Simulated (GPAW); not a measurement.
PtSe2 (Sudovikovite):

```
Pt Se
1.0
     3.72400    0.00000    0.00000
    -1.86200    3.22508    0.00000
     0.00000    0.00000    5.06200
Pt Se
1 2
Direct
  0.00000 0.00000 0.00000
  0.66667 0.33333 0.75000
  0.33333 0.66667 0.25000
```

- Program: GPAW 26.7.0
- Task: single point
- Functional: PBE
- Potentials or basis: GPAW PAW data sets (gpaw-data 1.2.1)
- Cutoff: 600 eV
- Basis: pw
- k mesh: 8 × 8 × 5
- Occupations: fermi-dirac, width 0.05 eV
- Spin: no spin polarisation

On this cell: pressure 7.4 GPa; largest force 0.625 eV/Å; band gap on the k mesh none (metal or under the smearing width).

The same run follows on a disturbed copy (atoms moved at random, drawn with an rms of 0.05 Å):

```
Pt Se
1.0
     3.72400    0.00000    0.00000
    -1.86200    3.22508    0.00000
     0.00000    0.00000    5.06200
Pt Se
1 2
Direct
  0.01133 0.02263 0.00660
  0.65034 0.33135 0.74000
  0.33238 0.65513 0.24631
```

Question: What changes?

Answer: The energy (extrapolated to zero smearing) moves by +38.4 meV/atom; pressure 7.3 GPa; largest force 2.028 eV/Å; band gap on the k mesh none (metal or under the smearing width).

Forces in eV/Å, atoms in the order of the input:
```
Pt  -0.310 -1.634 -1.159
Se   0.465  0.512  0.006
Se  -0.155  1.123  1.153
```

Stress tensor (GPa, compression positive):
```
 6.91  0.99 -1.89
 0.99  9.33  1.74
-1.89  1.74  5.63
```
